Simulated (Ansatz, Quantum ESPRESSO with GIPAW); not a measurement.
## CO2: NMR parameters from first principles

The task is to compute NMR shifts of CO2 site by site and to simulate its spectra.

Method: DFT, PBEsol, plane-wave PAW (pslibrary 1.0.0 recipes), scalar-relativistic, GIPAW; a patched development version of the program, in Quantum ESPRESSO with GIPAW 8.0dev (patched build).

## Step 1: Starting point

It takes space group Pna2_1 (No. 33, orthorhombic). Conventional cell: a = 10.995 Å, b = 3.767 Å, c = 5.583 Å, α = 90.00°, β = 90.00°, γ = 90.00°. Nearest to O lie 1 C at 1.17 Å. C has 2 O at 1.17 Å nearest. Farther neighbours and most contacts between anions are not listed.

The cell is a computed entry of the Materials Project; it need not be the form that is stable at ambient conditions.

This structure had its atoms relaxed beforehand (DFT, PBEsol, plane-wave PAW, default files (PAW set soft_2), scalar-relativistic, Ansatz), starting from the database entry, since shieldings follow bond lengths closely.

## Step 2: Ground state

GIPAW is a response on top of the ground state, so the wavefunctions come first. Their errors pass straight into the induced current, hence the tight threshold. No empty states are asked for: the response is solved without them. The mesh has a spacing of 0.42 Å⁻¹ at most. The PAW files were made with ld1.x from the pslibrary 1.0.0 recipes, with GIPAW reconstruction switched on.

scf.in

```
&control
  calculation = 'scf'
  prefix = 'x'
  outdir = './tmp/'
  pseudo_dir = './'
/
&system
  ibrav = 0
  nat = 12
  ntyp = 2
  ecutwfc = 55
  ecutrho = 330
  nbnd = 32
/
&electrons
  conv_thr = 1.0d-10
  mixing_beta = 0.7
  electron_maxstep = 100
/
ATOMIC_SPECIES
  O 15.999 O.pbesol-n-kjpaw_psl.1.0.0-gipaw.UPF
  C 12.011 C.pbesol-n-kjpaw_psl.1.0.0-gipaw.UPF
CELL_PARAMETERS angstrom
  10.99466700 0.00000000 0.00000000
  0.00000000 3.76681700 0.00000000
  0.00000000 0.00000000 5.58326400
ATOMIC_POSITIONS crystal
  O 0.20889246 0.63706569 0.18176900
  O 0.79110754 0.36293431 0.68176900
  O 0.29110754 1.13706569 0.68176900
  O 0.70889246 -0.13706569 0.18176900
  O 0.04491336 0.32081175 0.02346413
  O 0.95508664 0.67918825 0.52346413
  O 0.45508664 0.82081175 0.52346413
  O 0.54491336 0.17918825 0.02346413
  C 0.12685034 0.47904313 0.10276587
  C 0.87314966 0.52095687 0.60276587
  C 0.37314966 0.97904313 0.60276587
  C 0.62685034 0.02095687 0.10276587
K_POINTS automatic
  2 4 3 0 0 0
```

Started as:

```
$ mpirun -np 4 pw.x -nk 4 -in scf.in > scf.out
```

What it wrote:

```text
using ibrav=0 with symmetry is DISCOURAGED, use correct ibrav instead

     bravais-lattice index     =            0
     lattice parameter (alat)  =      20.7769  a.u.
     unit-cell volume          =    1560.4195 (a.u.)^3
     number of atoms/cell      =           12
     number of atomic types    =            2
     number of electrons       =        64.00
     number of Kohn-Sham states=           32
     kinetic-energy cutoff     =      55.0000  Ry
     charge density cutoff     =     330.0000  Ry
     scf convergence threshold =      1.0E-10
     mixing beta               =       0.7000
     number of iterations used =            8  plain     mixing
     Exchange-correlation= SLA-PW-PSX-PSC
                           (   1   4  10   8   0   0   0)
[...]
O                 6.00    15.99900     O ( 1.00)
     C                 4.00    12.01100     C ( 1.00)

      4 Sym. Ops. (no inversion) found ( 3 have fractional translation)
[...]
number of k points=    12
[...]
Dense  grid:   157989 G-vectors     FFT dimensions: ( 128,  48,  64)

     Smooth grid:    85911 G-vectors     FFT dimensions: ( 100,  36,  50)

     Check: negative core charge=   -0.000007

     Initial potential from superposition of free atoms

     starting charge      63.9998, renormalised to      64.0000
     Starting wfcs are   48 randomized atomic wfcs

     Self-consistent Calculation

     iteration #  1     ecut=    55.00 Ry     beta= 0.70
     Davidson diagonalization with overlap
     ethr =  1.00E-02,  avg # of iterations =  2.0

     total energy              =    -400.45437894 Ry
     estimated scf accuracy    <       1.70181859 Ry

     iteration #  2     ecut=    55.00 Ry     beta= 0.70
     Davidson diagonalization with overlap
     ethr =  2.66E-03,  avg # of iterations = 10.1

     total energy              =    -401.43403338 Ry
     estimated scf accuracy    <       1.79430982 Ry

     iteration #  3     ecut=    55.00 Ry     beta= 0.70
     Davidson diagonalization with overlap
     ethr =  2.66E-03,  avg # of iterations =  1.1

     total energy              =    -401.05270062 Ry
     estimated scf accuracy    <       0.57568110 Ry

[...]
total energy              =    -401.71715730 Ry
[...]
iteration # 62     ecut=    55.00 Ry     beta= 0.70
     Davidson diagonalization with overlap
     ethr =  1.78E-12,  avg # of iterations =  1.0

     total energy              =    -401.71715730 Ry
     estimated scf accuracy    <          7.2E-10 Ry

     iteration # 63     ecut=    55.00 Ry     beta= 0.70
     Davidson diagonalization with overlap
     ethr =  1.12E-12,  avg # of iterations =  3.8

     End of self-consistent calculation
     [one-electron energies left out]

!    total energy              =    -401.71715730 Ry
     total all-electron energy =     -1503.731700 Ry
     estimated scf accuracy    <          8.6E-11 Ry

     The total energy is the sum of the following terms:
     one-electron contribution =    -243.18493311 Ry
     hartree contribution      =     143.06326130 Ry
     xc contribution           =     -76.15456601 Ry
     ewald contribution        =    -128.36705291 Ry
     one-center paw contrib.   =     -97.07386657 Ry

     convergence has been achieved in  63 iterations
[...]
JOB DONE.
```

Elapsed: 66 s, on 4 MPI ranks of AMD EPYC 9R45, shared host; peak memory 0.84 GiB; 4.4 min of CPU time.

It converged in 63 cycles to an estimated accuracy of 9e-11 Ry, on 12 irreducible k-points.

## Step 3: GIPAW: job nmr

A uniform field breaks periodicity, so gipaw.x applies it as a wave of small q and takes the limit. It solves for the first-order states, builds the induced current and gets the field at each nucleus by Biot–Savart; the PAW spheres add what the smooth waves miss near the nuclei. pawproj makes the reconstruction use the PAW data sets' own projectors.

nmr.in

```
&inputgipaw
  job = 'nmr'
  prefix = 'x'
  tmp_dir = './tmp/'
  restart_mode = 'from_scratch'
  verbosity = 'low'
  q_gipaw = 0.01
  spline_ps = .true.
  conv_threshold = 1.0d-14
  use_nmr_macroscopic_shape = .false.
  pawproj(1) = .true.
  pawproj(2) = .true.
/
```

Started as:

```
$ mpirun -np 4 gipaw.x -in nmr.in > nmr.out
```

What it wrote:

```text
[banner, memory and clock lines left out]
[a note of our patched build left out]

     Parallelizing q-star over 1 images

     IMPORTANT: XC functional enforced from input :
     Exchange-correlation= PBESOL
                           (   1   4  10   8   0   0   0)
     Any further DFT definition will be discarded
     Please, verify this is what you really want

     Check: negative core charge=   -0.000007
[...]
alpha_pv=     40.7646 eV

     spline_ps is .false., expect some extrapolation errors

     q-space interpolation up to    66.00 Rydberg

     GIPAW job: nmr
     NMR macroscopic correction: no
[...]
Computing the magnetic susceptibility     isolve=0    ethr=  0.1000E-13
     Starting from scratch
     k-point #    1 of    12      pool #  1    cpu time:       1.0
[...]
End of magnetic susceptibility calculation

     f-sum rule (1st term):
           -60.0092          0.0000          0.0000
             0.0000        -59.9755          0.0000
             0.0000          0.0000        -59.9629

     f-sum rule (2nd term):
            -1.3998          0.0000          0.0000
             0.0000         -1.4320          0.0000
             0.0000          0.0000         -1.4457

     f-sum rule (should be   -61.4054):
           -61.4090          0.0000          0.0000
             0.0000        -61.4074          0.0000
             0.0000          0.0000        -61.4086

[... susceptibilities left out ...]
     Contributions to the NMR chemical shifts: -------------------------------

     Macroscopic shape contribution in ppm:                    0.00
             0.0000          0.0000          0.0000
             0.0000          0.0000          0.0000
             0.0000          0.0000          0.0000

     Core contribution in ppm:

     Atom  1  O   pos: (  0.208892  0.218261  0.092305)  core sigma:         270.50
     Atom  2  O   pos: (  0.791108  0.124343  0.346213)  core sigma:         270.50
     Atom  3  O   pos: (  0.291108  0.389563  0.346213)  core sigma:         270.50
     Atom  4  O   pos: (  0.708892 -0.046959  0.092305)  core sigma:         270.50
     Atom  5  O   pos: (  0.044913  0.109911  0.011915)  core sigma:         270.50
     Atom  6  O   pos: (  0.955087  0.232693  0.265823)  core sigma:         270.50
     Atom  7  O   pos: (  0.455087  0.281213  0.265823)  core sigma:         270.50
     Atom  8  O   pos: (  0.544913  0.061391  0.011915)  core sigma:         270.50
     Atom  9  C   pos: (  0.126850  0.164122  0.052186)  core sigma:         199.99
     Atom 10  C   pos: (  0.873150  0.178482  0.306094)  core sigma:         199.99
     Atom 11  C   pos: (  0.373150  0.335424  0.306094)  core sigma:         199.99
     Atom 12  C   pos: (  0.626850  0.007180  0.052186)  core sigma:         199.99

     Bare contribution in ppm:

     Atom  1  O   pos: (  0.208892  0.218261  0.092305)  bare sigma:          54.77
[...]
Atom  2  O   pos: (  0.791108  0.124343  0.346213)  bare sigma:          54.77
[...]
Atom  3  O   pos: (  0.291108  0.389563  0.346213)  bare sigma:          54.77
[...]
Atom  4  O   pos: (  0.708892 -0.046959  0.092305)  bare sigma:          54.77
[...]
Atom  5  O   pos: (  0.044913  0.109911  0.011915)  bare sigma:          54.70
[...]
Atom  6  O   pos: (  0.955087  0.232693  0.265823)  bare sigma:          54.70
[...]
Atom  7  O   pos: (  0.455087  0.281213  0.265823)  bare sigma:          54.70
[...]
Atom  8  O   pos: (  0.544913  0.061391  0.011915)  bare sigma:          54.70
[...]
Atom  9  C   pos: (  0.126850  0.164122  0.052186)  bare sigma:         -52.47
[...]
Atom 10  C   pos: (  0.873150  0.178482  0.306094)  bare sigma:         -52.47
[...]
Atom 11  C   pos: (  0.373150  0.335424  0.306094)  bare sigma:         -52.47
[...]
Atom 12  C   pos: (  0.626850  0.007180  0.052186)  bare sigma:         -52.47
[...]
Diamagnetic contribution in ppm:

     Atom  1  O   pos: (  0.208892  0.218261  0.092305)  dia sigma:          17.18
[...]
Atom  2  O   pos: (  0.791108  0.124343  0.346213)  dia sigma:          17.18
[...]
Atom  3  O   pos: (  0.291108  0.389563  0.346213)  dia sigma:          17.18
[...]
Atom  4  O   pos: (  0.708892 -0.046959  0.092305)  dia sigma:          17.18
[...]
Atom  5  O   pos: (  0.044913  0.109911  0.011915)  dia sigma:          17.18
[...]
Atom  6  O   pos: (  0.955087  0.232693  0.265823)  dia sigma:          17.18
[...]
Atom  7  O   pos: (  0.455087  0.281213  0.265823)  dia sigma:          17.18
[...]
Atom  8  O   pos: (  0.544913  0.061391  0.011915)  dia sigma:          17.18
[...]
Atom  9  C   pos: (  0.126850  0.164122  0.052186)  dia sigma:           4.70
[...]
Atom 10  C   pos: (  0.873150  0.178482  0.306094)  dia sigma:           4.70
[...]
Atom 11  C   pos: (  0.373150  0.335424  0.306094)  dia sigma:           4.70
[...]
Atom 12  C   pos: (  0.626850  0.007180  0.052186)  dia sigma:           4.70
[...]
Paramagnetic contribution in ppm:

     Atom  1  O   pos: (  0.208892  0.218261  0.092305)  para sigma:          58.04
[...]
Atom  2  O   pos: (  0.791108  0.124343  0.346213)  para sigma:          58.04
[...]
Atom  3  O   pos: (  0.291108  0.389563  0.346213)  para sigma:          58.04
[...]
Atom  4  O   pos: (  0.708892 -0.046959  0.092305)  para sigma:          58.04
[...]
Atom  5  O   pos: (  0.044913  0.109911  0.011915)  para sigma:          57.85
[...]
Atom  6  O   pos: (  0.955087  0.232693  0.265823)  para sigma:          57.85
[...]
Atom  7  O   pos: (  0.455087  0.281213  0.265823)  para sigma:          57.85
[...]
Atom  8  O   pos: (  0.544913  0.061391  0.011915)  para sigma:          57.85
[...]
Atom  9  C   pos: (  0.126850  0.164122  0.052186)  para sigma:         -83.03
[...]
Atom 10  C   pos: (  0.873150  0.178482  0.306094)  para sigma:         -83.03
[...]
Atom 11  C   pos: (  0.373150  0.335424  0.306094)  para sigma:         -83.03
[...]
Atom 12  C   pos: (  0.626850  0.007180  0.052186)  para sigma:         -83.03
[...]
Paramagnetic US occ-occ contribution in ppm:

     Atom  1  O   pos: (  0.208892  0.218261  0.092305)  para_oo sigma:          -3.40
[...]
Atom  2  O   pos: (  0.791108  0.124343  0.346213)  para_oo sigma:          -3.40
[...]
Atom  3  O   pos: (  0.291108  0.389563  0.346213)  para_oo sigma:          -3.40
[...]
Atom  4  O   pos: (  0.708892 -0.046959  0.092305)  para_oo sigma:          -3.40
[...]
Atom  5  O   pos: (  0.044913  0.109911  0.011915)  para_oo sigma:          -3.40
[...]
Atom  6  O   pos: (  0.955087  0.232693  0.265823)  para_oo sigma:          -3.40
[...]
Atom  7  O   pos: (  0.455087  0.281213  0.265823)  para_oo sigma:          -3.40
[...]
Atom  8  O   pos: (  0.544913  0.061391  0.011915)  para_oo sigma:          -3.40
[...]
Atom  9  C   pos: (  0.126850  0.164122  0.052186)  para_oo sigma:          -1.00
[...]
Atom 10  C   pos: (  0.873150  0.178482  0.306094)  para_oo sigma:          -1.00
[...]
Atom 11  C   pos: (  0.373150  0.335424  0.306094)  para_oo sigma:          -1.00
[...]
Atom 12  C   pos: (  0.626850  0.007180  0.052186)  para_oo sigma:          -1.00
[...]
Paramagnetic US L_R Q_R contribution in ppm:

     Atom  1  O   pos: (  0.208892  0.218261  0.092305)  para_lq sigma:        -206.60
[...]
Atom  2  O   pos: (  0.791108  0.124343  0.346213)  para_lq sigma:        -206.60
[...]
Atom  3  O   pos: (  0.291108  0.389563  0.346213)  para_lq sigma:        -206.60
[...]
Atom  4  O   pos: (  0.708892 -0.046959  0.092305)  para_lq sigma:        -206.60
[...]
Atom  5  O   pos: (  0.044913  0.109911  0.011915)  para_lq sigma:        -206.60
[...]
Atom  6  O   pos: (  0.955087  0.232693  0.265823)  para_lq sigma:        -206.60
[...]
Atom  7  O   pos: (  0.455087  0.281213  0.265823)  para_lq sigma:        -206.60
[...]
Atom  8  O   pos: (  0.544913  0.061391  0.011915)  para_lq sigma:        -206.60
[...]
Atom  9  C   pos: (  0.126850  0.164122  0.052186)  para_lq sigma:         -27.62
[...]
Atom 10  C   pos: (  0.873150  0.178482  0.306094)  para_lq sigma:         -27.62
[...]
Atom 11  C   pos: (  0.373150  0.335424  0.306094)  para_lq sigma:         -27.62
[...]
Atom 12  C   pos: (  0.626850  0.007180  0.052186)  para_lq sigma:         -27.62
[...]
Total NMR chemical shifts in ppm: ---------------------------------------
     (adopting the Simpson convention for anisotropy and asymmetry)-----------

     Atom  1  O   pos: (  0.208892  0.218261  0.092305)  Total sigma:         190.49
           271.5873        122.9097         90.8403
           121.6642        167.9166         59.9732
            91.2319         60.5518        131.9720

     O       1    anisotropy:    310.46    eta:    0.0007
[...]
Atom  2  O   pos: (  0.791108  0.124343  0.346213)  Total sigma:         190.49
[... its tensor is left out ...]
     Atom  3  O   pos: (  0.291108  0.389563  0.346213)  Total sigma:         190.49
[... its tensor is left out ...]
     Atom  4  O   pos: (  0.708892 -0.046959  0.092305)  Total sigma:         190.49
[... its tensor is left out ...]
     Atom  5  O   pos: (  0.044913  0.109911  0.011915)  Total sigma:         190.23
           270.7468        120.5066         90.5733
           120.2390        167.3050         61.9998
            90.0657         61.2868        132.6292

     O       5    anisotropy:    307.93    eta:    0.0167
[...]
Atom  6  O   pos: (  0.955087  0.232693  0.265823)  Total sigma:         190.23
[... its tensor is left out ...]
     Atom  7  O   pos: (  0.455087  0.281213  0.265823)  Total sigma:         190.23
[... its tensor is left out ...]
     Atom  8  O   pos: (  0.544913  0.061391  0.011915)  Total sigma:         190.23
[... its tensor is left out ...]
     Atom  9  C   pos: (  0.126850  0.164122  0.052186)  Total sigma:          40.57
           132.7330        139.3270        103.0300
           139.0760         15.4716         68.6565
           103.7103         69.0244        -26.4846

     C       9    anisotropy:    353.32    eta:    0.0026
[...]
Atom 10  C   pos: (  0.873150  0.178482  0.306094)  Total sigma:          40.57
[... its tensor is left out ...]
     Atom 11  C   pos: (  0.373150  0.335424  0.306094)  Total sigma:          40.57
[... its tensor is left out ...]
     Atom 12  C   pos: (  0.626850  0.007180  0.052186)  Total sigma:          40.57
[... its tensor is left out ...]
```

It took 5.3 min on 4 MPI ranks; peak memory 0.54 GiB.

The f-sum rule is met to 0.0036 of 61.4 (0.006 %). Converged shieldings require that this miss be small, but a small miss does not prove them.

From the symmetric part of each tensor, with principal values σ11 ≤ σ22 ≤ σ33: σ_iso is their mean, the span is σ33 − σ11 and the skew 3(σ_iso − σ22)/span. (gipaw.x prints an anisotropy in another convention.)

```csv
site,atom no.,atoms in cell,σ_iso (ppm),span (ppm),skew
O(1),1,4,190.5,310.5,1.00
O(2),5,4,190.2,309.6,0.98
C,9,4,40.6,353.6,1.00
```

The macroscopic shape term is switched off. For a spherical sample the valence susceptibility of this run would add about 5 ppm to every site, a rough estimate, since the susceptibility converges slowly and lacks part of the PAW terms. Differences within the crystal don't depend on it, but shieldings of different compounds can't be compared to better than a few ppm without it.

In this run the largest span is that of C (site symmetry 1), with principal values -77.5, -76.9 and 276.1 ppm. On O(1) the most shielded direction lies along its short bond to C: a field along the bond can't mix the bonding orbital with those across it, so the paramagnetic term is smallest there. On O(2) the most shielded direction lies along its short bond to C: a field along the bond can't mix the bonding orbital with those across it, so the paramagnetic term is smallest there.

How the isotropic values are made up (ppm). The core part is that of the free atom's core; bare is the current of the smooth valence states; the last two are what the PAW spheres add to the diamagnetic and the paramagnetic current:

```csv
site,core,bare,"reconstruction, dia","reconstruction, para"
O(1),270.5,54.8,17.2,-152.0
O(2),270.5,54.7,17.2,-152.2
C,200.0,-52.5,4.7,-111.6
```

[end of part 1 of 2]

[Banner, clock, file and message-heading lines were taken out of the pw.x and gipaw.x logs.]

[Logs are printed without paths, hosts, clocks, repeated set-up lines and the standing remarks that a program may print on its own settings, such as how far it seeks lower states.]

[Hosts, paths, dates, database ids (printed as entryN), source tags and the programs' standing remarks are cut or masked in the printed files.]

[Where no reference line passes its bar on scatter, no shift is given, so a measured shift of this compound may stand uncompared.]
